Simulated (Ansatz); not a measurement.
**What strain does to GaN (P6_3mc)**

A 4-atom cell of GaN started from a crystallographic database, relaxed with r2SCAN in Ansatz 0.2.0. It is hexagonal, P6_3mc (No. 186); a = 3.183 Å, c = 5.184 Å in the conventional setting, 11.37 Å³ an atom. Ga has 4 N at 1.95 Å; N has 4 Ga at 1.95 Å.

The axes x, y and z are those of this cell:
```
Ga N
1.0
     3.18315    0.00000    0.00000
    -1.59157    2.75669    0.00000
     0.00000    0.00000    5.18363
Ga N
2 2
Direct
  0.33333 0.66667 0.99911
  0.66667 0.33333 0.49911
  0.33333 0.66667 0.37589
  0.66667 0.33333 0.87589
```

Unstrained: The PBE gap is direct at Γ: 1.934 eV. With r2SCAN the gap is 2.351 eV and direct, at Γ. HSE06 gives a direct gap of 3.199 eV at Γ. Meshes: PBE 12×12×6, r2SCAN 12×12×6, HSE06 6×6×4. Strains are changes of length per length. After each strain the atoms were relaxed again with r2SCAN within the symmetry that the strain leaves, so tilts or polar shifts that break it weren't tested; points keep the names that they have in the unstrained zone. No spin polarisation and no zero-point or thermal motion.

Changes of the least gap in eV (an overlap counts as a negative gap):
```tsv
strain	volume change (%)	space group	PBE	r2SCAN	HSE06	energy rise, r2SCAN (meV/atom)
isotropic -5.46 % on every length	-15.5	P6_3mc	+1.111	+1.167	+1.268	225.4
epitaxial +5.91 % in the xy plane, free normal strain -2.77 %	+9.1	P6_3mc	-0.756	-0.794	-0.834	97.2
uniaxial +4.03 % along z	+4.0	P6_3mc	-0.428	-0.447	-0.472	22.0
biaxial -4.22 % in x and y, z held	-8.3	P6_3mc	+0.330	+0.352	+0.404	68.9
```

Isotropic -5.46 % on every length. HSE06: the gap goes from 3.199 to 4.467 eV (+1.268 eV); with r2SCAN the top three valence levels at Γ, grouped 2+1 from the top over 36 meV, become 2+1 over 65 meV. Stress change with r2SCAN, compression positive: xx +47.35, yy +47.35, zz +47.69 GPa. For HSE06, dE_g/d ln V = -7.5 eV over this step.

Epitaxial +5.91 % in the xy plane, free normal strain -2.77 %. HSE06: the gap goes from 3.199 to 2.365 eV (-0.834 eV); with r2SCAN the top three valence levels at Γ, grouped 2+1 from the top over 36 meV, become 1+2 over 297 meV. Stress change with r2SCAN, compression positive: xx -20.82, yy -20.82, zz 0.00 GPa.

Uniaxial +4.03 % along z, other directions held. HSE06: the gap goes from 3.199 to 2.727 eV (-0.472 eV); with r2SCAN the top three valence levels at Γ, grouped 2+1 from the top over 36 meV, become 2+1 over 257 meV. Stress change with r2SCAN, compression positive: xx -3.05, yy -3.05, zz -14.99 GPa.

Biaxial -4.22 % in x and y, z held. HSE06: the gap goes from 3.199 to 3.603 eV (+0.404 eV); with r2SCAN the top three valence levels at Γ, grouped 2+1 from the top over 36 meV, become 2+1 over 384 meV. Stress change with r2SCAN, compression positive: xx +25.15, yy +25.15, zz +10.37 GPa.

The meshes of the hybrids are coarse, so their gaps aren't converged to the digits shown.

The splittings at Γ are without spin-orbit coupling, which regroups them where it is of like size or larger.
